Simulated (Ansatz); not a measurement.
**PbS: relaxed-ion elastic tensor**

Method: DFT PBE, scalar-relativistic, plane waves, PAW in Ansatz. Cutoff 420 eV, 6×6×6 k-points (Γ-centred), fixed occupations. No spin polarisation.

Relaxed structure:
```xyz
4
Lattice="5.0312 0.0000 0.0000 -2.5156 4.3572 0.0000 0.0000 0.0000 6.0219" Properties=species:S:1:pos:R:3 pbc="T T T"
Pb    0.0000    2.9048    2.6299
Pb    2.5156    1.4524    5.6409
S     0.0000    2.9048    5.6391
S     2.5156    1.4524    2.6281
```

It was reached by relaxing an invented guess, and it needn't be the stable form of this composition. Spin–orbit coupling is left out, which matters for heavy elements.

Task: Give the relaxed-ion elastic constants (GPa, Voigt order xx yy zz yz xz xy, on the Cartesian axes of the cell above).

Result:
```
 52.1  53.0  14.5   0.0   0.0   0.0
 53.0  52.1  14.5   0.0   0.0   0.0
 14.5  14.5 101.5   0.0   0.0   0.0
  0.0   0.0   0.0  14.1   0.0   0.0
  0.0   0.0   0.0   0.0  14.1   0.0
  0.0   0.0   0.0   0.0   0.0  -0.5
```

Task: Is the crystal stable against homogeneous strain?

Result: No: the tensor has an eigenvalue of -0.9 GPa, so some strain lowers the energy.
